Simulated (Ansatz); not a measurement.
Property card for NiGe

Theory: DFT PBE, scalar-relativistic, plane waves, PAW (Ansatz).

Plane waves to 420 eV, a k mesh through Γ of 8×10×6 on the computed 8-atom cell and Gaussian smearing (0.10 eV); no spin polarisation.

The structure is relaxed at this level of theory with its symmetry kept.

```
Ni Ge
1.0
     5.39666    0.00000    0.00000
     0.00000    3.48088    0.00000
     0.00000    0.00000    5.84608
Ni Ge
4 4
Direct
  0.99428 0.75000 0.19018
  0.00572 0.25000 0.80982
  0.50572 0.25000 0.69018
  0.49428 0.75000 0.30982
  0.81033 0.75000 0.58743
  0.18967 0.25000 0.41257
  0.68967 0.25000 0.08743
  0.31033 0.75000 0.91257
```

```json
{
  "Space group": "Pnma (No. 62)",
  "Volume per atom": "13.73 Å³",
  "Formation energy from the elements' standard states (uncorrected)": "-0.306 eV/atom",
  "Kohn–Sham band gap": "none (metal)",
  "Density of states at the Fermi level": "2.86 states/eV per cell",
  "Löwdin character within 0.5 eV of the Fermi level": "Ni 3d 52 %, Ge 4p 33 %, Ge 4s 10 %",
  "Bulk modulus": "133 GPa",
  "Its pressure derivative": "5.0",
  "Bader charges (e)": "Ni (4 in the cell) -0.17, Ge (4 in the cell) 0.17"
}
```

A ferromagnetic start lost its moments in a first run, so spin was left out; other magnetic orders weren't tried.